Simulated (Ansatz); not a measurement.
Band structure of BeO (P6_3mc, 8 atoms in the cell).

```xyz
8
Lattice="2.7437 0.0000 0.0000 -1.3718 2.3761 0.0000 0.0000 0.0000 8.9821" Properties=species:S:1:pos:R:3 pbc="T T T"
Be     0.0000     0.0000     0.0000
Be     0.0000     0.0000     4.4910
Be     1.3718     0.7920     6.7382
Be     0.0000     1.5841     2.2471
O      0.0000     0.0000     7.2949
O      0.0000     0.0000     2.8038
O      1.3718     0.7920     5.0595
O      0.0000     1.5841     0.5685
```

Level of theory: PBE, PAW files (plane waves; Ansatz, a first-principles code).

Settings: kpoints.mp_grid.grid = 7 7 2; hamiltonian.xc = pbe; hamiltonian.pseudopotentials = {kind: paw} (an earlier, softer set of the program's PAW files); scf.occupations.method = gaussian; scf.occupations.width = 0.02 Ry; kpoints.band_path.npoints = 8.

The starting cell was generated: these elements placed on a structure prototype, without a prior relaxation; it need not be a known phase or ordering of this composition. Its lattice was rescaled by a random factor within 2.5 % of one.

Q: Predict the gap along the standard path and the places of the band edges.

A: The gap along the path is 6.97 eV, direct at Γ to within 0.01 eV.

Levels in eV from the top of the valence band on the path, bands 13 to 20:
| point | 13 | 14 | 15 | 16 | 17 | 18 | 19 | 20 |
|---|---|---|---|---|---|---|---|---|
| Γ | -0.40 | -0.05 | 0.00 | 0.00 | 6.97 | 9.05 | 9.34 | 11.19 |
| M | -1.66 | -1.64 | -1.11 | -0.83 | 7.61 | 8.28 | 10.68 | 10.92 |
| K | -2.28 | -1.90 | -1.90 | -1.24 | 9.81 | 9.81 | 11.24 | 11.24 |
| A | -0.13 | -0.13 | -0.13 | -0.13 | 7.73 | 7.73 | 10.56 | 10.56 |
| L | -1.52 | -1.52 | -1.10 | -1.10 | 8.09 | 8.09 | 10.46 | 10.46 |
| H | -1.73 | -1.73 | -1.69 | -1.69 | 9.57 | 9.57 | 11.56 | 11.56 |

Keys are those of Ansatz 0.2.
